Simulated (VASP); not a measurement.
Wanted: the native input for a VASP 6.6.1 run.

```
Task                   : relaxation of cell and atoms
Functional             : PBE
Potentials or basis    : VASP PAW PBE potentials, release 64 (Co, Si)
Cutoff                 : 520 eV
k mesh                 : 9 × 9 × 5
Occupations            : gaussian, width 0.15 eV
Spin                   : collinear spin, ferromagnetic start
Starting moments       : [2.0, 0.0] μB
Further INCAR settings : PREC = Normal; ALGO = Fast; EDIFF = 0.0001; IBRION = 2; EDIFFG = -0.08; NSW = 24; ISIF = 3
```

The structure of CoSi lies in POSCAR:

```
CoSi
1.0
    2.5469423100      0.0000000000      0.0000000000
   -1.2734711500      2.2057167400      0.0000000000
    0.0000000000      0.0000000000      4.4249235700
Co Si
1 1
Direct
    0.0000000000      0.0000000000      0.5000000000
    0.0000000000      0.0000000000      0.0000000000
```

The cell was built by a generator and needn't be a form met in nature.

One way to write it, as run:

INCAR

```
SYSTEM = CoSi
PREC = Normal
ENCUT = 520
EDIFF = 1E-4
ISMEAR = 0
SIGMA = 0.15
LREAL = .False.
LASPH = .True.
NELM = 60
ALGO = Fast
ISIF = 3
LWAVE = .False.
LCHARG = .False.
ISPIN = 2
MAGMOM = 2 0
LORBIT = 11
LMAXMIX = 4
GGA = PE
IBRION = 2
NSW = 24
EDIFFG = -0.08
```

KPOINTS

```
regular mesh
0
Gamma
  9 9 5
  0 0 0
```

Potentials or basis: VASP PAW PBE potentials, release 64 (Co, Si).

Command:

```sh
$ cat potpaw_PBE.64/Co/POTCAR potpaw_PBE.64/Si/POTCAR > POTCAR
$ mpirun -np 1 vasp_std > vasp.out
```

It gave:

```json
{
  "Relaxed volume": "12.96 Å³/atom",
  "Relaxed cell": "a = 2.534 Å, b = 2.534 Å, c = 4.658 Å, α = 90.00°, β = 90.00°, γ = 120.00°",
  "Space group after relaxing (to 0.05 Å)": "P6/mmm (No. 191)",
  "Energy gained by relaxing": "27.4 meV/atom",
  "Ionic steps": "8",
  "Pressure after relaxing": "-0.1 GPa",
  "Band gap on the k mesh": "none (metal or under the smearing width)",
  "Net moment": "0.95 μB per cell",
  "Site moments": "Co +1.01; Si -0.01 μB",
  "Valence electrons inside the program's atomic spheres": "Co 8.23; Si 1.62"
}
```

Wall time 26 s on 1 thread of Intel(R) Xeon(R) 6975P-C (Granite Rapids) (shared host), peak memory 0.14 GiB.
